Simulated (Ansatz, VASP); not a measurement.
# AlN in VASP and in Ansatz

```
Al N
1.0
     0.00000    2.18399    2.18399
     2.18399    0.00000    2.18399
     2.18399    2.18399    0.00000
Al N
1 1
Direct
  0.00000 0.00000 0.93132
  0.75000 0.75000 0.75000
```

Alike in both runs: task single point; functional PBE; k mesh 10 × 10 × 10; occupations gaussian, width 0.05 eV; no spin polarisation.

|  | VASP | Ansatz |
| --- | --- | --- |
| version | VASP 6.6.1 | Ansatz 0.2.0 |
| potentials or method | VASP PAW PBE potentials, release 64 (Al, N) | scalar-relativistic, plane waves, PAW |
| plane-wave cutoff (eV) | 520 | 420 |
| valence electrons in the cell | 8 | 8 |

VASP gave:

```
gap on the k mesh at the Fermi level (eV)       : 2.77
least direct gap on the mesh (eV)               : 3.59
pressure (GPa)                                  : 10.4
largest component of the traceless stress (GPa) : 12.19
rms of the force components (eV/Å)              : 2.111
```

**Question.** Which values does Ansatz return?

**Answer.** gap on the k mesh at the Fermi level (eV): 2.78; least direct gap on the mesh (eV): 3.58; pressure (GPa): 10.6; largest component of the traceless stress (GPa): 12.10; rms of the force components (eV/Å): 2.099.

Atom by atom the forces differ by 0.013 eV/Å (rms over components).

Caveats: forces of over 1 eV/Å show positions far from the minimum, so gaps and moduli don't describe the material at rest. A k mesh can miss the band edges.
